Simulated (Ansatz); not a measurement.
Runs of Ansatz 0.2.0 on Cd. The structure is hexagonal, space group P6_3/mmc (No. 194). The conventional cell has a = 2.979 Å, b = 2.979 Å, c = 5.618 Å, α = 90.00°, β = 90.00°, γ = 120.00°. Cd (site symmetry -6m2) has 12 Cd at 2.98 to 3.29 Å as nearest neighbours. 

| potentials or basis | cutoff (eV) | V0 of scaled cells (Å³/atom) | B0 (GPa) |
| --- | --- | --- | --- |
| Ansatz PAW earlier set | 620 | 22.76 | 46 |
| Ansatz NC | 1071 | 22.76 | 46 |
| Ansatz PAW | 420 | 22.76 | 46 |
| SSSP efficiency PAW | 1361 | 22.74 | 46 |
| Ansatz PAW earlier set | 520 | 22.76 | 46 |
| PseudoDojo stringent | 1633 | 22.77 | 46 |
| SPMS NC | 653 | 22.75 | (a) |

Alike in all rows: task equation of state; level PBE; no spin polarisation; cell as given; k mesh 10 × 10 × 5; smearing fermi-dirac 0.05 eV.

Fill in the values left out.

(a) 47.

Caveats: the cell was scaled at fixed shape and fractional positions, which overstates the stiffness of a crystal with free parameters, most of all of layers and chains.
